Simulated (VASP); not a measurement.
Here is a VASP 6.6.1 calculation.

Contents of INCAR:

```
SYSTEM = GeS
PREC     = Accurate       ! precision mode
ENCUT    = 520            ! plane-wave cutoff, eV
EDIFF    = 1E-6           ! SCF threshold, eV
ISMEAR   = 0              ! smearing method
SIGMA    = 0.03           ! smearing width, eV
LREAL    = .False.        ! projectors in reciprocal space
LASPH    = .True.         ! aspherical terms in the spheres
NELM     = 80             ! most SCF steps
ALGO     = Normal         ! electronic algorithm
ISIF     = 2              ! what is computed and relaxed
LWAVE    = .False.        ! write WAVECAR
LCHARG   = .False.        ! write CHGCAR
GGA      = PE             ! functional
KPAR     = 2
```

File KPOINTS:

```
regular mesh
0
Gamma
  4 8 6
  0 0 0
```

POSCAR

```
GeS                                     
1.0
   10.6574531290      0.0000000000      0.0000000000
    0.0000000000      3.6842406816      0.0000000000
    0.0000000000      0.0000000000      4.3493489617
  Ge              S             
     4     4
Direct
     0.1247307389281593    0.2500000000000000    0.1326890020419413
     0.3752692610718407    0.7500000000000000    0.6326890020419412
     0.6247307389281593    0.2500000000000000    0.3673109979580587
     0.8752692610718407    0.7500000000000000    0.8673109979580588
     0.8495031896761398    0.2500000000000000    0.4964264727104492
     0.6504968103238602    0.7500000000000000    0.9964264727104492
     0.3495031896761398    0.2500000000000000    0.0035735272895508
     0.1504968103238602    0.7500000000000000    0.5035735272895508
```

KPOINTS_OPT

```
explicit points
198
Reciprocal
 0.0000000000  0.0000000000  0.0000000000 1
 0.0000000000  0.0555555556  0.0000000000 1
 0.0000000000  0.1111111111  0.0000000000 1
 0.0000000000  0.1666666667  0.0000000000 1
 0.0000000000  0.2222222222  0.0000000000 1
 0.0000000000  0.2777777778  0.0000000000 1
[... 190 lines left out ...]
 0.0000000000  0.5000000000  0.0239472500 1
 0.0000000000  0.5000000000 -0.0239472500 1
```

Potentials or basis: VASP PAW PBE potentials, release 64 (Ge_d, S).

The run is started by

```console
$ cat potpaw_PBE.64/Ge_d/POTCAR potpaw_PBE.64/S/POTCAR > POTCAR
$ mpirun -np 2 vasp_std > vasp.out
```

Question: Predict the band gap on the k mesh.

Answer: 1.22 eV, indirect (least direct gap 1.25 eV).

Question: Estimate the pressure.

Answer: 0.5 GPa.

Question: What does it give for the largest force?

Answer: 0.022 eV/Å.

Stress tensor (GPa, compression positive):
```
0.45 0.00 0.00
0.00 0.36 0.00
0.00 0.00 0.58
```
